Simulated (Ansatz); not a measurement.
Crystal: Ge.

```
Ge
1.0
     3.99759    0.00000    0.00000
    -1.99879    3.46201    0.00000
     0.00000    0.00000    6.59938
Ge
4
Cartesian
  0.0000 2.3080 6.1843
  1.9988 1.1540 2.8846
  0.0000 2.3080 3.7148
  1.9988 1.1540 0.4151
```

This isn't the form of Ge at room conditions, which is diamond.

Base run:

| Item | Value |
| --- | --- |
| Program | Ansatz 0.2.0 |
| Functional | LDA |
| Potentials or basis | Ansatz PAW |
| Cutoff | 420 eV |
| Density cutoff | 1680 eV |
| k mesh | 6 × 6 × 3 |
| Occupations | fermi-dirac, width 0.05 eV |
| Spin | spin-orbit coupling, no magnetisation |

Its results: pressure -1.8 GPa.

Problem. The run is repeated on the same cell with these changes: functional from LDA to r2SCAN; cutoff from 420 eV to 500 eV; density cutoff from 1680 eV to 2000 eV. What comes out?

Solution. Pressure -0.1 GPa.

Caveats: the PAW data sets come from PBE, with cores solved anew for the run's functional, which leaves a small shift of forces and pressure.

Not every run made on this cell is shown here.
